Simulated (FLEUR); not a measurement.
**HgSe: equation of state with PBEsol**

**What was measured.**

From “The pseudo-binary mercury chalcogenide alloy HgSe0.7S0.3 at high pressure: a mechanism of the zinc blende/cinnabar reconstructive phase transition”, 2002, arxiv:cond-mat/0209548, for a bulk crystal of HgSe: bulk modulus 51.6 ± 0.2 GPa.

HgSe:

```
Hg Se
1.0
     0.00000    3.03900    3.03900
     3.03900    0.00000    3.03900
     3.03900    3.03900    0.00000
Hg Se
1 1
Direct
  0.00000 0.00000 0.00000
  0.75000 0.75000 0.75000
```

```yaml
Program: FLEUR MaX-R8.1 (later development tree)
Task: equation of state
Functional: PBEsol
Potentials_or_basis: all-electron
Basis: FLAPW
Kmax: 4.39 1/bohr
k_mesh: 8 × 8 × 8
Occupations: fermi-dirac, width 0.05 eV
Spin: no spin polarisation
```

```yaml
Equilibrium_volume: 28.86 Å³/atom
Bulk_modulus: 51 GPa
Pressure_derivative_of_the_bulk_modulus: "5.5 (rough: it moves with the points fitted)"
```

Energy against volume, from the lowest point:
```csv
volume (Å³/atom),energy (meV/atom)
26.383,40.25
26.944,22.79
28.067,2.95
29.189,0.00
29.751,3.41
```

Measured bulk modulus of HgSe: 51.6 GPa (quoted in “The pseudo-binary mercury chalcogenide alloy HgSe0.7S0.3 at high pressure: a mechanism of the zinc blende/cinnabar reconstructive phase transition”, 2002, arxiv:cond-mat/0209548). This calculation gives 51 GPa (-1.5 %). The fit is for a static lattice scaled at fixed shape and fixed fractional positions.

Spin-orbit coupling is left out, which matters for the levels of Hg.
